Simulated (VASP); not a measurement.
# BAs (F-43m) in VASP: a series of runs

The runs below take BAs through single point, relaxation of cell and atoms, with PBEsol.

Everything below comes from runs of VASP 6.6.1. Logs are shortened: lines on timing, memory, paths and dates and some standing lists are left out, and cuts for length are marked.

## 1. The structure

Symmetry: F-43m, No. 216, cubic system. Conventional cell: a = 4.768 Å, b = 4.768 Å, c = 4.768 Å, α = 90.00°, β = 90.00°, γ = 90.00°. B (site symmetry -43m) is surrounded by 4 As at 2.06 Å. As (site symmetry -43m) has 4 B at 2.06 Å as nearest neighbours.

The cell was built by a generator and needn't be a form met in nature.

## 2. Single point, PBEsol

Input file INCAR:

```
PREC = Accurate
ENCUT = 520
EDIFF = 1E-6
ISMEAR = 0
SIGMA = 0.01
LREAL = False
LASPH = True
NELM = 100
ALGO = Normal
ISIF = 2
LWAVE = False
LCHARG = False
GGA = PS
NBANDS = 11
```

Input file KPOINTS:

```
Automatic mesh
0
Gamma
  12 12 12
```

Input file POSCAR:

```
BAs
1.0
    0.0000000000      2.3839487047      2.3839487047
    2.3839487047      0.0000000000      2.3839487047
    2.3839487047      2.3839487047      0.0000000000
B As
1 1
Direct
    0.0000000000      0.0000000000      0.0000000000
    0.2500000000      0.2500000000      0.2500000000
```

Potentials or basis: VASP PAW PBE potentials, release 64 (B, As).

The run is started by

```console
$ cat potpaw_PBE.64/B/POTCAR potpaw_PBE.64/As/POTCAR > POTCAR
$ mpirun -np 1 vasp_std > vasp.out
```

OUTCAR:

```text
PREC = Accurate
   ENCUT = 520
   EDIFF = 1E-6
   ISMEAR = 0
   LREAL = False
   LASPH = True
   NELM = 100
   ISIF = 2
   GGA = PS

 ion  position               nearest neighbor table
   1  0.000  0.000  0.000-   2 2.06   2 2.06   2 2.06   2 2.06
   2  0.250  0.250  0.250-   1 2.06   1 2.06   1 2.06   1 2.06

  LATTYP: Found a face centered cubic cell.
 ALAT       =     4.7678974094

  Lattice vectors:

 A1 = (   0.0000000000,   2.3839487047,   2.3839487047)
 A2 = (   2.3839487047,   0.0000000000,   2.3839487047)
 A3 = (   2.3839487047,   2.3839487047,   0.0000000000)

Analysis of symmetry for initial positions (statically):
=====================================================================
 Subroutine PRICEL returns:
 Original cell was already a primitive cell.

 Routine SETGRP: Setting up the symmetry group for a
 face centered cubic supercell.

 Subroutine GETGRP returns: Found 24 space group operations
 (whereof 24 operations were pure point group operations)
 out of a pool of 48 trial point group operations.

The static configuration has the point symmetry T_d .

Analysis of symmetry for dynamics (positions and initial velocities):
=====================================================================
 Subroutine PRICEL returns:
 Original cell was already a primitive cell.

 Routine SETGRP: Setting up the symmetry group for a
 face centered cubic supercell.

 Subroutine GETGRP returns: Found 24 space group operations
 (whereof 24 operations were pure point group operations)
 out of a pool of 48 trial point group operations.

The dynamic configuration has the point symmetry T_d .

 Subroutine INISYM returns: Found 24 space group operations
 (whereof 24 operations are pure point group operations),
 and found     1 'primitive' translations

----------------------------------------------------------------------------------------

                                     Primitive cell

  volume of cell :      27.0970

  direct lattice vectors                    reciprocal lattice vectors
     0.000000000  2.383948705  2.383948705    -0.209736056  0.209736056  0.209736056
     2.383948705  0.000000000  2.383948705     0.209736056 -0.209736056  0.209736056
     2.383948705  2.383948705  0.000000000     0.209736056  0.209736056 -0.209736056

  length of vectors
     3.371412590  3.371412590  3.371412590     0.363273506  0.363273506  0.363273506

  position of ions in fractional coordinates (direct lattice)
     0.000000000  0.000000000  0.000000000
     0.250000000  0.250000000  0.250000000

  ion indices of the primitive-cell ions
   primitive index   ion index
                 1           1
                 2           2

----------------------------------------------------------------------------------------

 KPOINTS: Automatic mesh

Automatic generation of k-mesh.
 Grid dimensions read from file:
 generate k-points for:   12   12   12

 Generating k-lattice:

  Cartesian coordinates                     Fractional coordinates (reciprocal lattice)
    -0.017478005  0.017478005  0.017478005     0.083333333  0.000000000  0.000000000
     0.017478005 -0.017478005  0.017478005     0.000000000  0.083333333  0.000000000
     0.017478005  0.017478005 -0.017478005     0.000000000  0.000000000  0.083333333

  Length of vectors
     0.030272792  0.030272792  0.030272792

  Shift w.r.t. Gamma in fractional coordinates (k-lattice)
     0.000000000  0.000000000  0.000000000

 Subroutine IBZKPT returns following result:
 ===========================================

 Found     72 irreducible k-points:

 Following reciprocal coordinates:
            Coordinates               Weight
  0.000000  0.000000  0.000000      1.000000
  0.083333  0.000000  0.000000      8.000000
  0.166667  0.000000  0.000000      8.000000
  0.250000  0.000000  0.000000      8.000000
  0.333333  0.000000  0.000000      8.000000
  0.416667  0.000000  0.000000      8.000000
[... 16 lines left out ...]
  0.500000  0.166667  0.000000     24.000000
 -0.416667  0.166667  0.000000     24.000000
 [... further k-points ...]
   k-points           NKPTS =     72   k-points in BZ     NKDIM =     72   number of bands    NBANDS=     11
   number of dos      NEDOS =    301   number of ions     NIONS =      2
   total plane-waves  NPLWV =  21952
   dimension x,y,z NGX =    28 NGY =   28 NGZ =   28
   dimension x,y,z NGXF=    56 NGYF=   56 NGZF=   56
   ions per type =               1   1
   NGX,Y,Z   is equivalent  to a cutoff of  13.81, 13.81, 13.81 a.u.
   NGXF,Y,Z  is equivalent  to a cutoff of  27.61, 27.61, 27.61 a.u.
 SYSTEM =  unknown system
   PREC   = accura    normal or accurate (medium, high low for compatibility)
   ISTART =      0    job   : 0-new  1-cont  2-samecut
   ICHARG =      2    charge: 1-file 2-atom 10-const
   ISPIN  =      1    spin polarized calculation?
   LNONCOLLINEAR =      F non collinear calculations
   LSORBIT =      F    spin-orbit coupling
   LASPH  =      T    aspherical Exc in radial PAW
   ENCUT  =  520.0 eV  38.22 Ry    6.18 a.u.   6.27  6.27  6.27*2*pi/ulx,y,z
   NELM   =    100;   NELMIN=  2; NELMDL= -5     # of ELM steps
   EDIFF  = 0.1E-05   stopping-criterion for ELM
   LREAL  =      F    real-space projection
   EDIFFG = 0.1E-04   stopping-criterion for IOM
   NSW    =      0    number of steps for IOM
   IBRION =     -1    ionic relax: 0-MD 1-quasi-New 2-CG
   NFREE  =      0    steps in history (QN), initial steepest desc. (CG)
   ISIF   =      2    stress and relaxation
   ISYM   =      2    0-nonsym 1-usesym 2-fastsym
   POTIM  = 0.5000    time-step for ionic-motion
   TEBEG  =    0.0;   TEEND  =   0.0 temperature during run
   PSTRESS=    0.0 pullay stress
   NELECT =       8.0000    total number of electrons
   NUPDOWN=      -1.0000    fix difference up-down
   EMIN   =  10.00;   EMAX   =-10.00  energy-range for DOS
   EFERMI =   0.00;   METHOD = LEGACY
   ISMEAR =     0;   SIGMA  =   0.01  broadening in eV -4-tet -1-fermi 0-gaus
   EFERMI_NEDOS =   21; number of points for ismear=-14 and -15
   IALGO  =     38    algorithm
   IMIX   =      4    mixing-type and parameters
     AMIX     =   0.40;   BMIX     =  1.00
     AMIX_MAG =   1.60;   BMIX_MAG =  1.00
  volume/ion in A,a.u.               =      13.55        91.43
  Fermi-wavevector in a.u.,A,eV,Ry     =   1.090096  2.059982 16.167918  1.188308
  Thomas-Fermi vector in A             =   2.226313
   LORBIT       =      0    0 simple, 1 ext, 2 COOP (PROOUT), +10 PAW based schemes
   GGA     = PS    functional components
   LHFCALC =     F    Hartree Fock is set to
   AEXX    =    0.0000 exact exchange contribution
   IVDW    =     0    specifies the selected vdW correction
   LEPSILON=     F    determine dielectric tensor
   LRPA    =     F    only Hartree local field effects (RPA)
 non-spin polarized calculation
 Gauss-broadening in eV      SIGMA  =   0.01
  energy-cutoff  :      520.00
  volume of cell :       27.10
 maximum number of plane-waves:       745
 NGX is ok and might be reduce to    28
   NGX = 13   NGY = 13   NGZ = 13

 number of electron       8.0000000 magnetization

 Free energy of the ion-electron system (eV)
  ---------------------------------------------------
  ext. energy  EPLUGINS =         0.00000000
  ---------------------------------------------------
  free energy    TOTEN  =       -12.20374191 eV

  energy without entropy =      -12.20374191  energy(sigma->0) =      -12.20374191

 E-fermi :   6.1643     XC(G=0): -10.7555

 val. band max:        6.1070547296   @ k =   0.0000   0.0000   0.0000
 cond. band min:       7.1828829719   @ k =   0.4167   0.4167   0.0000
 fundamental gap:      1.0758282423
 Fermi energy:         6.1643275192

 k-point     1 :       0.0000    0.0000    0.0000
  band No.  band energies     occupation
      1      -9.3824      2.00000
      2       6.1071      2.00000
      3       6.1071      2.00000
      4       6.1071      2.00000
      5       9.3541      0.00000
      6       9.3541      0.00000
      7       9.3541      0.00000
      8      10.8616      0.00000
      9      15.4818      0.00000
     10      19.0614      0.00000
     11      19.0614      0.00000

 k-point     2 :       0.0833    0.0000    0.0000
  band No.  band energies     occupation
      1      -9.2674      2.00000
      2       5.0578      2.00000
      3       5.8844      2.00000
      4       5.8844      2.00000
      5       9.5105      0.00000
      6       9.6463      0.00000
      7       9.6463      0.00000
      8      11.4758      0.00000
      9      15.9545      0.00000
     10      18.1444      0.00000
     11      18.1444      0.00000

 k-point     3 :       0.1667    0.0000    0.0000
  band No.  band energies     occupation
      1      -8.9260      2.00000
      2       3.1213      2.00000
      3       5.4155      2.00000
      4       5.4155      2.00000
      5       9.3947      0.00000
      6      10.2504      0.00000
      7      10.2504      0.00000
      8      12.7840      0.00000
      9      16.9343      0.00000
     10      17.3324      0.00000
     11      17.3324      0.00000
[... 267 lines left out ...]
 k-point    23 :       0.5000    0.1667    0.0000
  band No.  band energies     occupation
      1      -6.3103      2.00000
      2      -2.1723      2.00000
      3       2.4084      2.00000
      4       3.4853      2.00000
      5       9.0787      0.00000
      6      11.6346      0.00000
      7      12.4492      0.00000
      8      14.3393      0.00000
      9      17.7225      0.00000
     10      20.4557      0.00000
     11      20.7974      0.00000

 k-point    24 :      -0.4167    0.1667    0.0000
  band No.  band energies     occupation
      1      -6.1787      2.00000
      2      -2.3649      2.00000
      3       2.1070      2.00000
      4       3.7373      2.00000
      5       9.2851      0.00000
      6      11.6168      0.00000
      7      12.1195      0.00000
      8      15.2907      0.00000
      9      17.5695      0.00000
     10      18.9631      0.00000
     11      20.4929      0.00000

 [... further k-points ...]

------------------------ aborting loop because EDIFF is reached ----------------------------------------

  FORCE on cell =-STRESS in cart. coord.  units (eV):
  Direction    XX          YY          ZZ          XY          YZ          ZX
  --------------------------------------------------------------------------------------
  -------------------------------------------------------------------------------------
  Total        0.1479283      0.1479283      0.1479283     -0.0000000     -0.0000000      0.0000000
  in kB        8.7466405      8.7466405      8.7466405     -0.0000000     -0.0000000      0.0000000
  external PRESSURE =       8.7466405 kB  Pullay stress =       0.0000000 kB

 VOLUME and BASIS-vectors are now :
 -----------------------------------------------------------------------------
  energy-cutoff  :      520.00
  volume of cell :       27.10
      direct lattice vectors                 reciprocal lattice vectors
     0.000000000  2.383948705  2.383948705    -0.209736056  0.209736056  0.209736056
     2.383948705  0.000000000  2.383948705     0.209736056 -0.209736056  0.209736056
     2.383948705  2.383948705  0.000000000     0.209736056  0.209736056 -0.209736056

 POSITION                                       TOTAL-FORCE (eV/Angst)
 -----------------------------------------------------------------------------------
      0.00000      0.00000      0.00000        -0.000000     -0.000000      0.000000
      1.19197      1.19197      1.19197         0.000000      0.000000     -0.000000
 -----------------------------------------------------------------------------------
    total drift:                               -0.000000     -0.000000     -0.000000

  FREE ENERGIE OF THE ION-ELECTRON SYSTEM (eV)
  ---------------------------------------------------
  free  energy   TOTEN  =       -12.2037419106 eV

  energy  without entropy=      -12.2037419106  energy(sigma->0) =      -12.20374191
```

It took 9.6 s on 1 thread of Intel Xeon 6975P-C (Granite Rapids), shared host; peak memory 0.17 GiB.

Results:

```yaml
Free_energy: -12.2037 eV
Pressure: 0.9 GPa
Band_gap_on_the_k_mesh: 1.08 eV, indirect (least direct gap 3.25 eV)
```

Caveat: the PAW data sets were made with another functional, which shifts forces and pressure a little. As with any semilocal functional, this PBEsol gap is likely too small.

## 3. Relaxation of cell and atoms, PBEsol

This run uses another cell than the first one, of 13.65 Å³/atom, 1.008 times its volume.

Input file INCAR:

```
ALGO = Fast
EDIFF = 1E-6
EDIFFG = -0.002
ENCUT = 600
GGA = PS
IBRION = 2
ISIF = 3
ISMEAR = 0
LASPH = True
LCHARG = False
LREAL = False
LWAVE = False
NELM = 100
NSW = 80
PREC = Accurate
SIGMA = 0.01
```

Input file KPOINTS:

```
k-points
0
Gamma
  12 12 12
```

Input file POSCAR:

```
BAs
1.0
    0.0000000000      2.3900000000      2.3900000000
    2.3900000000      0.0000000000      2.3900000000
    2.3900000000      2.3900000000      0.0000000000
B As
1 1
Direct
    0.0000000000      0.0000000000      0.0000000000
    0.2500000000      0.2500000000      0.2500000000
```

Potentials or basis: VASP PAW PBE potentials, release 64 (B, As).

The run is started by

```console
$ cat potpaw_PBE.64/B/POTCAR potpaw_PBE.64/As/POTCAR > POTCAR
$ mpirun -np 1 vasp_std > vasp.out
```

OUTCAR:

```text
EDIFF = 1E-6
   EDIFFG = -0.002
   ENCUT = 600
   GGA = PS
   IBRION = 2
   ISIF = 3
   ISMEAR = 0
   LASPH = True
   LREAL = False
   NELM = 100
   NSW = 80
   PREC = Accurate

 ion  position               nearest neighbor table
   1  0.000  0.000  0.000-   2 2.07   2 2.07   2 2.07   2 2.07
   2  0.250  0.250  0.250-   1 2.07   1 2.07   1 2.07   1 2.07

  LATTYP: Found a face centered cubic cell.
 ALAT       =     4.7800000000

  Lattice vectors:

 A1 = (   0.0000000000,   2.3900000000,   2.3900000000)
 A2 = (   2.3900000000,   0.0000000000,   2.3900000000)
 A3 = (   2.3900000000,   2.3900000000,   0.0000000000)

Analysis of symmetry for initial positions (statically):
=====================================================================
 Subroutine PRICEL returns:
 Original cell was already a primitive cell.

 Routine SETGRP: Setting up the symmetry group for a
 face centered cubic supercell.

 Subroutine GETGRP returns: Found 24 space group operations
 (whereof 24 operations were pure point group operations)
 out of a pool of 48 trial point group operations.

The static configuration has the point symmetry T_d .

Analysis of symmetry for dynamics (positions and initial velocities):
=====================================================================
 Subroutine PRICEL returns:
 Original cell was already a primitive cell.

 Routine SETGRP: Setting up the symmetry group for a
 face centered cubic supercell.

 Subroutine GETGRP returns: Found 24 space group operations
 (whereof 24 operations were pure point group operations)
 out of a pool of 48 trial point group operations.

The dynamic configuration has the point symmetry T_d .

 Subroutine INISYM returns: Found 24 space group operations
 (whereof 24 operations are pure point group operations),
 and found     1 'primitive' translations

----------------------------------------------------------------------------------------

[... 132 lines left out ...]
--------------------------------------- Ionic step        1  -------------------------------------------

 number of electron       8.0000000 magnetization

 Free energy of the ion-electron system (eV)
  ---------------------------------------------------
  ext. energy  EPLUGINS =         0.00000000
  ---------------------------------------------------
  free energy    TOTEN  =       -12.20510854 eV

  energy without entropy =      -12.20510854  energy(sigma->0) =      -12.20510854

------------------------ aborting loop because EDIFF is reached ----------------------------------------

  FORCE on cell =-STRESS in cart. coord.  units (eV):
  Direction    XX          YY          ZZ          XY          YZ          ZX
  --------------------------------------------------------------------------------------
  -------------------------------------------------------------------------------------
  Total       -0.0362015     -0.0362015     -0.0362015      0.0000000     -0.0000000     -0.0000000
  in kB       -2.1242907     -2.1242907     -2.1242907      0.0000000     -0.0000000     -0.0000000
  external PRESSURE =      -2.1242907 kB  Pullay stress =       0.0000000 kB
[... 59 lines left out ...]
--------------------------------------- Ionic step        3  -------------------------------------------

 number of electron       8.0000000 magnetization

 Free energy of the ion-electron system (eV)
  ---------------------------------------------------
  ext. energy  EPLUGINS =         0.00000000
  ---------------------------------------------------
  free energy    TOTEN  =       -12.20513671 eV

  energy without entropy =      -12.20513671  energy(sigma->0) =      -12.20513671

 E-fermi :   6.1559     XC(G=0): -10.7296

 val. band max:        6.0393641527   @ k =   0.0000   0.0000   0.0000
 cond. band min:       7.1218703497   @ k =   0.4167   0.4167   0.0000
 fundamental gap:      1.0825061970
 Fermi energy:         6.1559189577

 k-point     1 :       0.0000    0.0000    0.0000
  band No.  band energies     occupation
      1      -9.3939      2.00000
      2       6.0394      2.00000
      3       6.0394      2.00000
      4       6.0394      2.00000
      5       9.2789      0.00000
      6       9.2789      0.00000
      7       9.2789      0.00000
      8      10.7170      0.00000
[... 243 lines left out ...]
 k-point    24 :      -0.4167    0.1667    0.0000
  band No.  band energies     occupation
      1      -6.2143      2.00000
      2      -2.3914      2.00000
      3       2.0592      2.00000
      4       3.6842      2.00000
      5       9.2061      0.00000
      6      11.5228      0.00000
      7      12.0360      0.00000
      8      15.1892      0.00000

 [... further k-points ...]

------------------------ aborting loop because EDIFF is reached ----------------------------------------

  FORCE on cell =-STRESS in cart. coord.  units (eV):
  Direction    XX          YY          ZZ          XY          YZ          ZX
  --------------------------------------------------------------------------------------
  -------------------------------------------------------------------------------------
  Total        0.0010393      0.0010393      0.0010393      0.0000000      0.0000000     -0.0000000
  in kB        0.0610793      0.0610793      0.0610793      0.0000000      0.0000000     -0.0000000
  external PRESSURE =       0.0610793 kB  Pullay stress =       0.0000000 kB
[... 17 lines left out ...]
  FREE ENERGIE OF THE ION-ELECTRON SYSTEM (eV)
  ---------------------------------------------------
  free  energy   TOTEN  =       -12.2051367065 eV

  energy  without entropy=      -12.2051367065  energy(sigma->0) =      -12.20513671

 reached required accuracy - stopping structural energy minimisation
```

Run time: 15 s. Hardware: 1 thread of Intel Xeon 6975P-C (Granite Rapids), shared host; peak memory 0.17 GiB.

Results:

```yaml
Free_energy: -12.2051 eV
Relaxed_volume: 13.63 Å³/atom
Relaxed_cell: a = 3.378 Å, b = 3.378 Å, c = 3.378 Å, α = 60.00°, β = 60.00°, γ = 60.00°
Space_group_after_relaxing_to_0.05_Å: F-43m (No. 216)
Energy_gained_by_relaxing: 0.0 meV/atom
Ionic_steps: 3
Pressure_after_relaxing: 0.0 GPa
Band_gap_on_the_k_mesh: 1.08 eV, indirect (least direct gap 3.24 eV)
```

Final structure:
```
CELL_PARAMETERS angstrom
0.00000 2.38878 2.38878
2.38878 0.00000 2.38878
2.38878 2.38878 0.00000
ATOMIC_POSITIONS crystal
B 0.00000 0.00000 0.00000
As 0.25000 0.25000 0.25000
```

Levels at points of the mesh, in eV from the valence-band top:
| k point | band 1 | band 2 | band 3 | band 4 | band 5 | band 6 | band 7 | band 8 |
| --- | --- | --- | --- | --- | --- | --- | --- | --- |
| (0.00, 0.00, 0.00) | -15.43 | 0.00 | 0.00 | 0.00 | 3.24 | 3.24 | 3.24 | 4.68 |
| (0.50, 0.00, 0.00) | -12.55 | -8.83 | -1.83 | -1.83 | 2.65 | 4.73 | 4.73 | 8.71 |
| (0.50, 0.50, 0.00) | -11.24 | -8.53 | -4.10 | -4.10 | 1.31 | 1.34 | 11.34 | 11.34 |

Caveat: the PAW data sets were made with another functional, which shifts forces and pressure a little.
